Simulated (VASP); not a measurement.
Output of a VASP run:

File OUTCAR:
```
 ion  position               nearest neighbor table
   1  0.250  0.250  0.250-   3 2.00   3 2.00   3 2.00   3 2.00   2 2.31   2 2.31   2 2.31   2 2.31
                             2 2.31   2 2.31
   2  0.750  0.750  0.750-   3 2.00   3 2.00   3 2.00   3 2.00   1 2.31   1 2.31   1 2.31   1 2.31
                             1 2.31   1 2.31
   3  0.000  0.000  0.000-   2 2.00   2 2.00   2 2.00   1 2.00   2 2.00   1 2.00   1 2.00   1 2.00
  LATTYP: Found a face centered cubic cell.
 ALAT       =     4.6236396142
 Subroutine PRICEL returns:
 Original cell was already a primitive cell.
 Subroutine GETGRP returns: Found 48 space group operations
The static configuration has the point symmetry O_h .
The dynamic configuration has the point symmetry O_h .
 Subroutine INISYM returns: Found 48 space group operations
 Subroutine IBZKPT returns following result:
 Found     47 irreducible k-points:

 Following reciprocal coordinates:
            Coordinates               Weight
  0.000000  0.000000  0.000000      1.000000
  0.100000  0.000000  0.000000      8.000000
  0.200000  0.000000  0.000000      8.000000
  0.300000  0.000000  0.000000      8.000000
  0.400000  0.000000  0.000000      8.000000
  0.500000  0.000000  0.000000      4.000000
  0.100000  0.100000  0.000000      6.000000
  0.200000  0.100000  0.000000     24.000000
  0.300000  0.100000  0.000000     24.000000
  0.400000  0.100000  0.000000     24.000000
  0.500000  0.100000  0.000000     24.000000
 -0.400000  0.100000  0.000000     24.000000
 -0.300000  0.100000  0.000000     24.000000
 -0.200000  0.100000  0.000000     24.000000
 -0.100000  0.100000  0.000000     12.000000
  0.200000  0.200000  0.000000      6.000000
  0.300000  0.200000  0.000000     24.000000
  0.400000  0.200000  0.000000     24.000000
  0.500000  0.200000  0.000000     24.000000
 -0.400000  0.200000  0.000000     24.000000
 -0.300000  0.200000  0.000000     24.000000
 -0.200000  0.200000  0.000000     12.000000
  0.300000  0.300000  0.000000      6.000000
  0.400000  0.300000  0.000000     24.000000
  0.500000  0.300000  0.000000     24.000000
 -0.400000  0.300000  0.000000     24.000000
 -0.300000  0.300000  0.000000     12.000000
  0.400000  0.400000  0.000000      6.000000
  0.500000  0.400000  0.000000     24.000000
 -0.400000  0.400000  0.000000     12.000000
  0.500000  0.500000  0.000000      3.000000
  0.300000  0.200000  0.100000     24.000000
  0.400000  0.200000  0.100000     48.000000
  0.500000  0.200000  0.100000     48.000000
 -0.400000  0.200000  0.100000     24.000000
  0.400000  0.300000  0.100000     24.000000
  0.500000  0.300000  0.100000     48.000000
 -0.400000  0.300000  0.100000     48.000000
 -0.300000  0.300000  0.100000     48.000000
 -0.200000  0.300000  0.100000     24.000000
   k-points           NKPTS =     47   k-points in BZ     NKDIM =     47   number of bands    NBANDS=     10
   number of dos      NEDOS =    301   number of ions     NIONS =      3
   total plane-waves  NPLWV =  13824
   dimension x,y,z NGX =    24 NGY =   24 NGZ =   24
   dimension x,y,z NGXF=    48 NGYF=   48 NGZF=   48
   ions per type =               2   1
   PREC   = accura    normal or accurate (medium, high low for compatibility)
   ISTART =      0    job   : 0-new  1-cont  2-samecut
   ICHARG =      2    charge: 1-file 2-atom 10-const
   ISPIN  =      1    spin polarized calculation?
   LNONCOLLINEAR =      F non collinear calculations
   LSORBIT =      F    spin-orbit coupling
   INIWAV =      1    electr: 0-lowe 1-rand  2-diag
   ENCUT  =  520.0 eV  38.22 Ry    6.18 a.u.   6.08  6.08  6.08*2*pi/ulx,y,z
   NELM   =    100;   NELMIN=  2; NELMDL= -5     # of ELM steps
   EDIFF  = 0.1E-06   stopping-criterion for ELM
   LREAL  =      F    real-space projection
   NLSPLINE    = F    spline interpolate recip. space projectors
   LMAXMIX     =    2 max onsite mixed and CHGCAR
   VOSKOWN=      0    Vosko Wilk Nusair interpolation
   EDIFFG = 0.1E-05   stopping-criterion for IOM
...
```

OSZICAR:
```
       N       E                     dE             d eps       ncg     rms          rms(c)
DAV:   1     0.405708102216E+02    0.40571E+02   -0.62575E+03   948   0.130E+03
DAV:   2    -0.112848020656E+02   -0.51856E+02   -0.48856E+02  1086   0.231E+02
DAV:   3    -0.160691862924E+02   -0.47844E+01   -0.47669E+01  1700   0.602E+01
DAV:   4    -0.161242939205E+02   -0.55108E-01   -0.55046E-01  1254   0.760E+00
DAV:   5    -0.161248221471E+02   -0.52823E-03   -0.52820E-03  1364   0.561E-01    0.749E+00
DAV:   6    -0.143814758345E+02    0.17433E+01   -0.97380E+00   954   0.198E+01    0.289E+00
DAV:   7    -0.143482812662E+02    0.33195E-01   -0.23592E-01  1058   0.410E+00    0.148E+00
DAV:   8    -0.143477736460E+02    0.50762E-03   -0.59054E-02  1128   0.304E+00    0.358E-01
DAV:   9    -0.143466596044E+02    0.11140E-02   -0.71560E-03  1224   0.779E-01    0.109E-01
DAV:  10    -0.143471513148E+02   -0.49171E-03   -0.99302E-04  1024   0.257E-01    0.505E-02
DAV:  11    -0.143471338788E+02    0.17436E-04   -0.40570E-05  1236   0.827E-02    0.111E-02
DAV:  12    -0.143471358109E+02   -0.19321E-05   -0.56085E-06  1148   0.236E-02    0.245E-03
DAV:  13    -0.143471359645E+02   -0.15361E-06   -0.85260E-07  1210   0.941E-03    0.103E-03
DAV:  14    -0.143471359035E+02    0.60944E-07   -0.26462E-08   716   0.199E-03
   1 F= -.14347136E+02 E0= -.14347136E+02  d E =-.169731E-15
```

**OUTCAR**
```
------------------------ aborting loop because EDIFF is reached ----------------------------------------
  FORCE on cell =-STRESS in cart. coord.  units (eV):
  Direction    XX          YY          ZZ          XY          YZ          ZX
  --------------------------------------------------------------------------------------
  Total        0.0183547      0.0183547      0.0183547      0.0000000     -0.0000000     -0.0000000
  in kB        1.1900551      1.1900551      1.1900551      0.0000000     -0.0000000     -0.0000000
  external PRESSURE =       1.1900551 kB  Pullay stress =       0.0000000 kB
  volume of cell :       24.71
      direct lattice vectors                 reciprocal lattice vectors
     0.000000000  2.311819807  2.311819807    -0.216279832  0.216279832  0.216279832
     2.311819807  0.000000000  2.311819807     0.216279832 -0.216279832  0.216279832
     2.311819807  2.311819807  0.000000000     0.216279832  0.216279832 -0.216279832
 POSITION                                       TOTAL-FORCE (eV/Angst)
 -----------------------------------------------------------------------------------
      1.15591      1.15591      1.15591        -0.000000     -0.000000     -0.000000
      3.46773      3.46773      3.46773         0.000000      0.000000      0.000000
      0.00000      0.00000      0.00000        -0.000000     -0.000000     -0.000000
 -----------------------------------------------------------------------------------
    total drift:                               -0.000000      0.000000      0.000000
  FREE ENERGIE OF THE ION-ELECTRON SYSTEM (eV)
  ---------------------------------------------------
  free  energy   TOTEN  =       -14.3471359035 eV

  energy  without entropy=      -14.3471359035  energy(sigma->0) =      -14.34713590
```
(Selected blocks of OUTCAR.)

File POSCAR:
```
Li2O
1
    0.0000000000     2.3118198071     2.3118198071
    2.3118198071     0.0000000000     2.3118198071
    2.3118198071     2.3118198071     0.0000000000
Li O
2 1
Direct
  0.2500000000   0.2500000000   0.2500000000
  0.7500000000   0.7500000000   0.7500000000
  0.0000000000   0.0000000000   1.0000000000
```

Task: Reconstruct the remaining input files.

Result: Several could match; the one computed here: the input of the run itself, PBE GGA, plane waves, VASP's PBE PAW potentials (set 64).

KPOINTS:
```
Regular mesh
0
Gamma
  10 10 10
```

### INCAR
```
ENCUT  =  520
PREC  =  Accurate
LASPH  =  .TRUE.
NELM  =  100   # most electronic steps
ISMEAR  =  0
SYSTEM  =  Li2O
EDIFF  =  1E-7   # SCF stop (eV)
LCHARG  =  .FALSE.
LWAVE  =  .FALSE.
LREAL  =  .FALSE.   # projection in real space or not
ALGO  =  Normal   # blocked Davidson
GGA  =  PE   # PBE
ISIF  =  2   # forces and stress, cell fixed
SIGMA  =  0.05   # width (eV)
```

POTCAR, in this order: Li_sv O (PBE.64 set). Program: vasp_std.

The compound is Li2O in the antifluorite structure. It was relaxed first.
